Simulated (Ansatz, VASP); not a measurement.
**Cross-check of Ti (free-standing triangular Ti monolayer, spacing 2.74 A) between VASP and Ansatz**

One calculation is typed for both programs; each brings its own data sets. How far apart do they land? The cell is taken from a series of runs on this material, whose earlier steps may have relaxed, scaled, displaced or heated it; both programs get it as it stands.

Main program and level: Ansatz 0.2.0; plane waves, with VASP 6.6.1 beside it; single point at PBE.

## 1. The structure

The cell holds 1 atom: 1 Ti. Its edges and angles: a = 2.740 Å, b = 2.740 Å, c = 14.000 Å, α = 90.0°, β = 90.0°, γ = 120.0°. As first built, before any earlier steps moved the atoms (in the runner's words): model lattice. Vacuum lies along c.

As a file:

```cif
data_structure
_symmetry_space_group_name_H-M 'P 1'
_symmetry_Int_Tables_number 1
_cell_length_a 2.7400
_cell_length_b 2.7400
_cell_length_c 14.0000
_cell_angle_alpha 90.000
_cell_angle_beta 90.000
_cell_angle_gamma 120.000
_cell_volume 91.02
loop_
_atom_site_label
_atom_site_type_symbol
_atom_site_fract_x
_atom_site_fract_y
_atom_site_fract_z
_atom_site_occupancy
Ti1 Ti 0.00000 0.00000 0.50000 1
```

## 2. Ansatz: single point, PBE, pair 1

Ansatz runs on its default PAW (the set named soft_2) files.

With cell and atoms fixed, the geometry can't cause a difference; cores, projectors, grids and the points listed under the comparison can.

input.yaml reads:

```yaml
crystal:
  lattice:
    - [2.74, 0.0, 0.0]
    - [-1.37, 2.37291, 0.0]
    - [0.0, 0.0, 14.0]
  atoms:
    - { symbol: Ti, position: [0.0, 0.0, 0.5], spin: 1.091 }
magnetization:
  spin_polarized: true
  initial_magnetization: 1.091
  spin_locking: { lock_magnetization: hard }
kpoints:
  mp_grid: { grid: [23, 23, 1] }
hamiltonian:
  xc: pbe
scf:
  occupations: { method: fermi_dirac, width: 0.1 }
  max_iter: 120
  convergence: { dr2_threshold: 1.0e-08 }
basis:
  ecutwfc: 420.0
```

Started as:

```sh
> ansatz run input.yaml --threads 1 --pin off --max-ram 3072MiB --backend cpu --events-out ev --progress --plain --runs-dir out
```

Numbers of over 12 decimals in the logs are rounded to 6 here.

Output:

```text
Engine: ansatz 0.2.0, aarch64-unknown-linux-gnu
Pseudopotentials: kind: paw
Pseudopotential: Ti, paw, valence charge 12, recommended cutoff 420 eV (normal), Ti.paw.azcp
Functional definition: PBE
  parameter kappa = 0.804
  parameter beta = 0.066725
  exchange = pbe_x(kappa = kappa, mu = beta*pi^2/3)
  correlation = pbe_c(beta = beta)
Crystal: 1 atoms, lattice volume = 91.025 Å³
Basis set: ecut = 420 eV, 1793 PW (Γ)
Bands: 11, of which v1, the nominal top of the filled ones, is band 6 counted from 1 (5 counted from 0)
Symmetry: 24 space group operations
Space group: P6/mmm (ITA 191), of the structure as read, at distance tolerance 4.5e-5 Å
Magnetic group: BNS 191.233 (UNI 1463), of the structure as read, at distance tolerance 4.5e-5 Å
k-points: 56 of 529
Non-local potential: Ti, projectors of the file, l = 0: 3, l = 1: 2, l = 2: 3, l = 3: 1
PAW form: soft (Blöchl's): semilocal exchange-correlation on the pseudo side does not see the compensation charge
PAW one-centre angular grid: Ti, 590 points (default); XC on 64 Gauss nodes
Initial density: superposition of atomic densities (neutral atoms: chi_scale 0, normalization atom)
Starting moments: Σ|m| = 1.091 μB on 1 of 1 site
Initial wavefunctions: pseudopotential atomic-orbital guess
Functional: x = pbe(κ = 0.804, μ = 0.219515), c = pbe(β = 0.066725)
SCF iter   1: F=—  HF=-2497.817302 eV  |F-HF|=—  |Δ(HF+E_count)|=         —  Δρ=1.69e-2 (↑1.69e-2 ↓1.34e-2)  dr2=1.53e0  dr2_m=5.64e-2  M=1.091 μB ∫|m|=1.091 μB  β_m=0.30  ethr=3.10e-3  ⟨swp⟩=6.1  Hψ=8088  notcnv=0
preconditioner: auto → LDOS  [metal: Δε(μ)=0.003 eV  Ē_g=4.217 eV  σ=0.100 eV  W_gap=0.01  n_scr=8 (ndim 8)  ℏωp=7.8 eV  f_vac=0.615  D(μ)=2.78/eV (n_scr^D=10)]
spin=Collinear: LDOS preconditioning applied to the charge; magnetization (m = ρ↑ − ρ↓) channel mixes plain (no charge-response kernel on spin).
SCF iter   2: F=—  HF=-2497.803587 eV  |F-HF|=—  |Δ(HF+E_count)|=   1.37e-2  Δρ=1.21e-2 (↑1.21e-2 ↓9.66e-3)  dr2=8.01e-1  dr2_m=3.41e-2  M=1.091 μB ∫|m|=1.091 μB  β_m=0.65  ethr=3.10e-3  ⟨swp⟩=1.9  Hψ=2465  notcnv=0
SCF iter   3: F=—  HF=-2497.768418 eV  |F-HF|=—  |Δ(HF+E_count)|=   3.52e-2  Δρ=2.98e-3 (↑2.89e-3 ↓2.98e-3)  dr2=2.40e-2  dr2_m=1.47e-3  M=1.091 μB ∫|m|=1.091 μB  β_m=0.80  ethr=3.10e-3  ⟨swp⟩=2.6  Hψ=2086  notcnv=0
SCF iter   4: F=—  HF=-2497.798191 eV  |F-HF|=—  |Δ(HF+E_count)|=   2.98e-2  Δρ=8.31e-4 (↑8.31e-4 ↓5.41e-4)  dr2=1.24e-3  dr2_m=1.70e-4  M=1.091 μB ∫|m|=1.091 μB  β_m=0.89  ethr=2.00e-4  ⟨swp⟩=2.4  Hψ=2702  notcnv=0
SCF iter   5: F=—  HF=-2497.800595 eV  |F-HF|=—  |Δ(HF+E_count)|=   2.40e-3  Δρ=3.72e-4 (↑3.72e-4 ↓2.44e-4)  dr2=2.69e-4  dr2_m=1.82e-5  M=1.091 μB ∫|m|=1.091 μB  β_m=0.83  ethr=1.03e-5  ⟨swp⟩=2.3  Hψ=2161  notcnv=0
SCF iter   6: F=—  HF=-2497.800623 eV  |F-HF|=—  |Δ(HF+E_count)|=   2.78e-5  Δρ=1.30e-4 (↑1.30e-4 ↓1.05e-4)  dr2=1.85e-5  dr2_m=3.84e-6  M=1.091 μB ∫|m|=1.091 μB  β_m=0.92  ethr=2.24e-6  ⟨swp⟩=3.0  Hψ=2170  notcnv=0
SCF iter   7: F=—  HF=-2497.800674 eV  |F-HF|=—  |Δ(HF+E_count)|=   5.11e-5  Δρ=3.70e-5 (↑3.70e-5 ↓1.26e-5)  dr2=1.46e-6  dr2_m=2.77e-7  M=1.091 μB ∫|m|=1.091 μB  β_m=0.89  ethr=1.54e-7  ⟨swp⟩=2.4  Hψ=1909  notcnv=0
SCF iter   8: F=—  HF=-2497.800674 eV  |F-HF|=—  |Δ(HF+E_count)|=   4.26e-7  Δρ=9.69e-6 (↑9.69e-6 ↓6.14e-6)  dr2=1.34e-7  dr2_m=2.20e-8  M=1.091 μB ∫|m|=1.091 μB  β_m=0.94  ethr=1.22e-8  ⟨swp⟩=2.5  Hψ=1768  notcnv=0
SCF iter   9: F=—  HF=-2497.800674 eV  |F-HF|=—  |Δ(HF+E_count)|=   8.23e-8  Δρ=1.20e-6 (↑1.01e-6 ↓1.20e-6)  dr2=1.74e-9  dr2_m=5.72e-10  M=1.091 μB ∫|m|=1.091 μB  β_m=0.97  ethr=1.12e-9  ⟨swp⟩=2.3  Hψ=2029  notcnv=0
SCF iter  10: F=-2497.800674 eV  HF=-2497.800674 eV  |F-HF|=1.90e-10  |Δ(HF+E_count)|=  3.47e-10  Δρ=3.34e-7 (↑1.90e-7 ↓3.34e-7)  dr2=9.20e-11  dr2_m=3.78e-11  M=1.091 μB ∫|m|=1.091 μB  ethr=1.45e-11  ⟨swp⟩=1.0  Hψ=3847  notcnv=0
SCF 1 converged in 10 iterations: F = -2497.800674 eV  dr2 = 9.20e-11
  greatest PAW one-centre occupation: 0.999 electrons in one spin orbital (limit 2), on the Ti atom at site 0 (counted from 0), in its partial waves of l = 0
SCF converged after 10 iterations
Stability checked in part: among states of this total moment the steps that led to this state did not find it unstable. No probe was made; neither looks for a lower state of another moment (fixed_total_moment; see scf.lower_state_search)
Magnetization: 1.0910 μB (6.5455 up, 5.4545 down)
Absolute magnetization: 1.0910 μB (∫|ρ↑−ρ↓|, with the PAW one-centre terms)
Spin contamination: 0.0013 ħ² per cell (⟨S²⟩ above its minimum at these occupations)
Per-site moments (μB) at R_I (Å): [(0.614485, 1.130250)]
Free energy (F): -2497.800674 eV
Harris-Foulkes:  -2497.800674 eV  (|F-HF|=1.90e-10)
Internal energy: -2497.718032 eV  (E = F + TS)
E sigma→0 (E₀):  -2497.759353 eV
Entropy (-TS):   -0.082642 eV (-82.642 meV/atom)
Fermi energy:    -0.834924 (↑ -0.791491, ↓ -0.878357) eV
--- Per-component energies (eV) ---
  E_band       = -325.543251
  E_kinetic    = 272.264488
  E_local      = -4442.914346  (includes V_loc(G=0)·N_el)
  E_nonlocal   = 10.428903
  E_hartree    = 2063.569661
  E_xc         = -95.910870
  E_vxc        = -119.831236  (∫ρ·V_xc dr)
  E_paw        = -1048.670368  (= ΣΔE_a)
  E_vpaw       = -172.630402  (= ΣTr[D̂ρ^β])
  E_aug_tail   = 0.000129  (compensation charges beyond the density's cutoff)
  E_ewald      = 743.514370
  E_smearing   = -0.082642  (= −TS)
  E_closure    = 0.000000  (closes the sum)
  Σ components = -2497.800674   (vs F -2497.800674, Δ=0.00e0)
```

In the SCF lines HF is the Harris–Foulkes energy and dr2 the Hartree energy of the density residual, in eV; the loop may stop once dr2 is under the threshold and the program's other checks hold. Hψ counts applications of the Hamiltonian.

## 3. VASP: single point, PBE, pair 1

The same cell, functional, mesh and smearing now go to VASP, with its own data sets.

Lines of VASP's logs that name or quote its potential files are left out, and so is its time.

INCAR reads:

```
SYSTEM = Ti
PREC = Accurate
ENCUT = 400
EDIFF = 1E-06
NELM = 200
ISMEAR = -1
SIGMA = 0.1
LREAL = .FALSE.
ALGO = Normal
GGA = PE
NBANDS = 13
ISPIN = 2
MAGMOM = 0.61
LASPH = .TRUE.
LMAXMIX = 4
LORBIT = 11
LWAVE = .FALSE.
LCHARG = .FALSE.
ISIF = 2
NUPDOWN = 1.091
GGA_COMPAT = .FALSE.
```

POSCAR reads:

```
Ti
1.0
    2.7400000000      0.0000000000      0.0000000000
   -1.3700000000      2.3729100000      0.0000000000
    0.0000000000      0.0000000000     14.0000000000
Ti
1
Direct
    0.0000000000      0.0000000000      0.5000000000
```

KPOINTS reads:

```
Automatic mesh
0
Gamma
23 23 1
0 0 0
```

The projector-augmented-wave data sets are Ti_sv (PBE family, release 64).

Started as:

```sh
> mpirun -np 1 vasp_std
```

Output:

```text
[banner, memory and clock lines left out]
running    1 mpi-ranks, on    1 nodes
 distrk:  each k-point on    1 cores,    1 groups
 distr:  one band on    1 cores,    1 groups

 POSCAR found type information on POSCAR Ti
 POSCAR found :  1 types and       1 ions
 LDA part: xc-table for (Slater+PW92), standard interpolation
 POSCAR, INCAR and KPOINTS ok, starting setup
 FFT: planning ... GRIDC
 FFT: planning ... GRID_SOFT
 FFT: planning ... GRID
 WAVECAR not read
 entering main loop
       N       E                     dE             d eps       ncg     rms          rms(c)
DAV:   1     0.620521138885E+02    0.62052E+02   -0.61615E+03  3576   0.628E+02
DAV:   2     0.265456201276E+01   -0.59398E+02   -0.56814E+02  3465   0.190E+02
DAV:   3    -0.614239601087E+01   -0.87970E+01   -0.86246E+01  5003   0.561E+01
DAV:   4    -0.643255547017E+01   -0.29016E+00   -0.28966E+00  3496   0.103E+01
DAV:   5    -0.644089769715E+01   -0.83422E-02   -0.83416E-02  3987   0.159E+00    0.644E+00
DAV:   6    -0.592919046746E+01    0.51171E+00   -0.14269E+00  3316   0.131E+01    0.272E+00
DAV:   7    -0.584802702060E+01    0.81163E-01   -0.19605E-01  3281   0.274E+00    0.146E+00
DAV:   8    -0.585426425892E+01   -0.62372E-02   -0.54015E-02  3237   0.179E+00    0.687E-01
DAV:   9    -0.590487578389E+01   -0.50612E-01   -0.17621E-02  3198   0.787E-01    0.354E-01
DAV:  10    -0.596408726286E+01   -0.59211E-01   -0.57550E-02  3533   0.683E-01    0.110E-01
DAV:  11    -0.596589652787E+01   -0.18093E-02   -0.24719E-03  3390   0.222E-01    0.644E-02
DAV:  12    -0.596644451153E+01   -0.54798E-03   -0.13898E-03  3025   0.173E-01    0.321E-02
DAV:  13    -0.596715203096E+01   -0.70752E-03   -0.12181E-04  3239   0.695E-02    0.228E-02
DAV:  14    -0.596759640937E+01   -0.44438E-03   -0.60019E-05  3285   0.343E-02    0.186E-02
DAV:  15    -0.596754247108E+01    0.53938E-04   -0.12482E-04  3062   0.340E-02    0.121E-02
DAV:  16    -0.596755909565E+01   -0.16625E-04   -0.15473E-05  3432   0.253E-02    0.814E-03
DAV:  17    -0.596777259320E+01   -0.21350E-03   -0.19132E-05  3268   0.139E-02    0.457E-03
DAV:  18    -0.596801411283E+01   -0.24152E-03   -0.22701E-05  3201   0.113E-02    0.242E-03
DAV:  19    -0.596813768932E+01   -0.12358E-03   -0.16017E-05  3287   0.823E-03    0.125E-03
DAV:  20    -0.596816327516E+01   -0.25586E-04   -0.45102E-07  2815   0.286E-03    0.783E-04
DAV:  21    -0.596817586316E+01   -0.12588E-04   -0.28380E-07  2920   0.186E-03    0.435E-04
DAV:  22    -0.596818107291E+01   -0.52097E-05   -0.70069E-07  2906   0.162E-03    0.137E-04
DAV:  23    -0.596818124550E+01   -0.17259E-06   -0.13510E-08  2501   0.488E-04
   1 F= -.59681812E+01 E0= -.59268204E+01  d E =-.827217E-01  mag=     1.0910
```

Parts of OUTCAR (step 3):

```text
ion  position               nearest neighbor table
   1  0.000  0.000  0.500-

  LATTYP: Found a hexagonal cell.
 ALAT       =     2.7400000000
 C/A-ratio  =     5.1094890511

 Subroutine GETGRP returns: Found 24 space group operations
 (whereof 24 operations were pure point group operations)

The static configuration has the point symmetry D_6h.

 Found     56 irreducible k-points:

   k-points           NKPTS =     56   k-points in BZ     NKDIM =     56   number of bands    NBANDS=     13

   dimension x,y,z NGX =    18 NGY =   18 NGZ =   96
   dimension x,y,z NGXF=    36 NGYF=   36 NGZF=  192

   ENCUT  =  400.0 eV  29.40 Ry    5.42 a.u.   4.47  4.47 22.83*2*pi/ulx,y,z

   NELECT =      12.0000    total number of electrons

 k-points in reciprocal lattice and weights: Automatic mesh
   0.00000000  0.00000000  0.00000000       0.002
   0.04347826 -0.00000000  0.00000000       0.011
   0.08695652  0.00000000  0.00000000       0.011
   0.13043478  0.00000000  0.00000000       0.011
   0.17391304  0.00000000  0.00000000       0.011
   0.21739130  0.00000000  0.00000000       0.011
   0.26086957  0.00000000  0.00000000       0.011
   0.30434783  0.00000000  0.00000000       0.011
   0.34782609  0.00000000  0.00000000       0.011
[...]
0.30434783  0.30434783  0.00000000       0.011
   0.34782609  0.30434783  0.00000000       0.011

 average (electrostatic) potential at core
       1 -82.5012

 E-fermi :  -1.8432

 spin component 1
 k-point     1 :       0.0000    0.0000    0.0000
  band No.  band energies     occupation
    ...
      3     -34.5736      1.00000
      4     -34.5736      1.00000
      5      -6.3753      1.00000
      6      -2.4848      0.99932
      7      -2.0882      0.96559
      8      -0.9702      0.00039
      9      -0.9702      0.00039
     10       0.8005      0.00000
     11       0.8005      0.00000
     12       1.9702      0.00000
    ...

 k-point     2 :       0.0435   -0.0000    0.0000
  band No.  band energies     occupation
    ...
      3     -34.5903      1.00000
      4     -34.5773      1.00000
      5      -6.3082      1.00000
      6      -2.4512      0.99906
      7      -2.0941      0.96749
      8      -1.0174      0.00063
      9      -0.9244      0.00025
     10       0.7883      0.00000
     11       0.7969      0.00000
     12       2.0173      0.00000
    ...

 k-point     3 :       0.0870    0.0000    0.0000
  band No.  band energies     occupation
    ...
      3     -34.6389      1.00000
      4     -34.5881      1.00000
      5      -6.1119      1.00000
      6      -2.3533      0.99749
      7      -2.1160      0.97372
      8      -1.1492      0.00234
      9      -0.7892      0.00006
     10       0.7527      0.00000
     11       0.8041      0.00000
     12       2.1585      0.00000
    ...

 k-point     4 :       0.1304    0.0000    0.0000
  band No.  band energies     occupation
    ...
      3     -34.7154      1.00000
      4     -34.6052      1.00000
      5      -5.7958      1.00000
      6      -2.2013      0.98862
      7      -2.1636      0.98351
      8      -1.3348      0.01477
      9      -0.5693      0.00001
     10       0.6970      0.00000
     11       0.8639      0.00000
     12       2.3936      0.00000
    ...

 k-point     5 :       0.1739    0.0000    0.0000
  band No.  band energies     occupation
    ...
      3     -34.8136      1.00000
      4     -34.6272      1.00000
      5      -5.3820      1.00000
      6      -2.2444      0.99258
      7      -2.0315      0.94086
      8      -1.5071      0.07746
      9      -0.2741      0.00000
     10       0.6255      0.00000
     11       1.0135      0.00000
     12       2.7221      0.00000
    ...

 k-point     6 :       0.2174    0.0000    0.0000
  band No.  band energies     occupation
    ...
      3     -34.9256      1.00000
      4     -34.6525      1.00000
      5      -4.9074      1.00000
      6      -2.3565      0.99757
      7      -1.9730      0.89860
      8      -1.4948      0.06913
      9       0.0835      0.00000
     10       0.5442      0.00000
     11       1.2739      0.00000
     12       3.1434      0.00000
    ...

  Total       -0.3617438     -0.3617439     -0.0974786      0.0000000     -0.0000000      0.0000000
  in kB       -6.3672481     -6.3672502     -1.7157745      0.0000000     -0.0000000      0.0000000
  external PRESSURE =      -4.8167576 kB  Pullay stress =       0.0000000 kB

  energy-cutoff  :      400.00
  volume of cell :       91.02
      direct lattice vectors                 reciprocal lattice vectors
     2.740000000  0.000000000  0.000000000     0.364963504  0.210711742  0.000000000
    -1.370000000  2.372910000  0.000000000     0.000000000  0.421423484  0.000000000
     0.000000000  0.000000000 14.000000000     0.000000000  0.000000000  0.071428571

 POSITION                                       TOTAL-FORCE (eV/Angst)
 -----------------------------------------------------------------------------------
      0.00000      0.00000      7.00000         0.000000      0.000000      0.000000
 -----------------------------------------------------------------------------------
    total drift:                                0.000000      0.000000      0.000000

  FREE ENERGIE OF THE ION-ELECTRON SYSTEM (eV)
  ---------------------------------------------------
  free  energy   TOTEN  =        -5.9681812455 eV

  energy  without entropy=       -5.8854595595  energy(sigma->0) =       -5.92682040

 total charge
# of ion       s       p       d       tot
------------------------------------------
    1        2.254   6.044   1.984  10.282

 magnetization (x)
# of ion       s       p       d       tot
------------------------------------------
    1        0.013   0.049   0.556   0.617

[... 6 further parts left out ...]
```

## 4. Differences

Known differences besides the potentials themselves: VASP starts from the moments at which Ansatz ended; the cutoff is 420 eV in Ansatz and 400 eV in VASP; site moments are counted in spheres of each program's own size. Total energies have different zeros and are not compared.

Both answers:

```
                             quantity  Ansatz  VASP  difference
total moment, fixed by the input (μB)    1.09  1.09        0.00
                   moment on Ti1 (μB)    0.61  0.62        0.00
```

With vacuum in the cell, a pressure given here is an average over mostly empty space and none of the material.

## 5. Ansatz: single point, PBE, pair 2

A single point gives forces, pressure and levels at one fixed geometry, so differences don't come from the geometry; what else differs is listed under the comparison.

The cell is taken from a series of runs on this material, whose earlier steps may have relaxed, scaled, displaced or heated it; both programs get it as it stands.

input.yaml, the sections that differ from step 2:

```yaml
crystal:
  lattice:
    - [2.74, 0.0, 0.0]
    - [-1.37, 2.37291, 0.0]
    - [0.0, 0.0, 14.0]
  atoms:
    - { symbol: Ti, position: [0.0, 0.0, 0.5], spin: 1.227 }
magnetization:
  spin_polarized: true
  initial_magnetization: 1.227
  spin_locking: { lock_magnetization: hard }
# kpoints, hamiltonian, scf, basis: as in step 2
```

Started as:

```sh
> ansatz run input.yaml --threads 1 --pin off --max-ram 3072MiB --backend cpu --events-out ev --progress --plain --runs-dir out
```

Output:

```text
[...]
Crystal: 1 atoms, lattice volume = 91.025 Å³
Basis set: ecut = 420 eV, 1793 PW (Γ)
Bands: 11, of which v1, the nominal top of the filled ones, is band 6 counted from 1 (5 counted from 0)
Symmetry: 24 space group operations
[...]
k-points: 56 of 529
[...]
Starting moments: Σ|m| = 1.227 μB on 1 of 1 site
[...]
Magnetization: 1.2270 μB (6.6135 up, 5.3865 down)
Absolute magnetization: 1.2270 μB (∫|ρ↑−ρ↓|, with the PAW one-centre terms)
[...]
Per-site moments (μB) at R_I (Å): [(0.701853, 1.130250)]
Free energy (F): -2497.793612 eV
[...]
Internal energy: -2497.711805 eV  (E = F + TS)
E sigma→0 (E₀):  -2497.752709 eV
Entropy (-TS):   -0.081807 eV (-81.807 meV/atom)
Fermi energy:    -0.805423 (↑ -0.745222, ↓ -0.865624) eV
[...]
[key lines of the parts left out:]
SCF converged after 10 iterations
```

## 6. VASP: single point, PBE, pair 2

The same cell, functional, mesh and smearing now go to VASP, with its own data sets.

INCAR: that of step 3 with these lines changed.

```diff
@@ -12,3 +12,3 @@
 ISPIN = 2
-MAGMOM = 0.61
+MAGMOM = 0.7
 LASPH = .TRUE.
@@ -19,3 +19,3 @@
 ISIF = 2
-NUPDOWN = 1.091
+NUPDOWN = 1.227
 GGA_COMPAT = .FALSE.
```

POSCAR is that of step 3.

KPOINTS is that of step 3.

Started as:

```sh
> mpirun -np 1 vasp_std
```

Output:

```text
[... set-up lines as in an earlier step ...]
 entering main loop
       N       E                     dE             d eps       ncg     rms          rms(c)
DAV:   1     0.621825328709E+02    0.62183E+02   -0.61623E+03  3576   0.628E+02
DAV:   2     0.269133757030E+01   -0.59491E+02   -0.56844E+02  3465   0.190E+02
DAV:   3    -0.612106495695E+01   -0.88124E+01   -0.86393E+01  4998   0.562E+01
DAV:   4    -0.641341358766E+01   -0.29235E+00   -0.29186E+00  3496   0.103E+01
[...]
DAV:  21    -0.596101551105E+01   -0.18410E-04   -0.41899E-07  2892   0.178E-03    0.430E-04
DAV:  22    -0.596102511969E+01   -0.96086E-05   -0.93039E-07  3191   0.176E-03    0.160E-04
DAV:  23    -0.596102529573E+01   -0.17604E-06   -0.78087E-08  2724   0.627E-04
   1 F= -.59610253E+01 E0= -.59200405E+01  d E =-.819695E-01  mag=     1.2270
```

(Continued in part 2 of 2.)

[Lines on the potential files, build, host, timing and source positions are cut from VASP's logs without a mark.]

[Logs are printed without paths, hosts, clocks, repeated set-up lines and the standing remarks that a program may print on its own settings, such as how far it seeks lower states.]

[Hosts, paths, dates, database ids (printed as entryN), source tags and the programs' standing remarks are cut or masked in the printed files.]
